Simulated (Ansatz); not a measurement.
Isolated molecules relaxed with PBE0-D4/def2-TZVP in Ansatz; ΔE leaves out vibrations. CBS: MP2 limit from def2 TZ/QZ plus the TZ coupled-cluster correction, frozen cores. DFT in def2-TZVPP. B3LYP here is the variant with VWN-RPA as its local correlation; programs differ in this. For Ge, Se outer-core shells are correlated without core-valence functions, which leaves a few kJ/mol of doubt a bond. Scalar relativity is left out up to krypton. One conformer a species, not always the lowest.

Consider the ligand exchange at a Ge–Se bond: `C[Se][GeH3]` + acetic acid → `CC(=O)[O][GeH3]` + `C[SeH]`.

```json
{"level": "LDA (SPW92)", "ΔE (kJ/mol)": "29.0"}
{"level": "PBE-QIDH", "ΔE (kJ/mol)": "27.5"}
{"level": "PBE", "ΔE (kJ/mol)": "32.0"}
{"level": "B3LYP", "ΔE (kJ/mol)": "24.0"}
{"level": "RPA@PBE/def2-TZVPP", "ΔE (kJ/mol)": "13.2"}
{"level": "CCSD/def2-SVP", "ΔE (kJ/mol)": "14.8"}
{"level": "CCSD(T)/def2-SVP", "ΔE (kJ/mol)": "14.1"}
{"level": "MP2/CBS(def2)", "ΔE (kJ/mol)": "27.8"}
```

What does CCSD(T)/CBS give? (Best estimate.)

The calculation gave: +24.2 kJ/mol. The listed levels differ from it by 4.8, 3.3, 7.8, -0.2, -11.0, -9.4, -10.1, 3.6 kJ/mol.

Largest T1 diagnostic among the species: 0.015.

At CCSD(T), def2-SVP lies −10.2 kJ/mol from the extrapolated value and def2-TZVPP −5.4 kJ/mol. Leaving LDA and LC-ωPBE aside and taking each functional with its dispersion term where it has one, the values, not all of them listed here, spread over 16.0 kJ/mol, from B97M-V to HSE06-D4.

CCSD(T)/CBS has its own doubt, a few kJ/mol and more with outer-core shells, so smaller differences from it don't rank the levels.
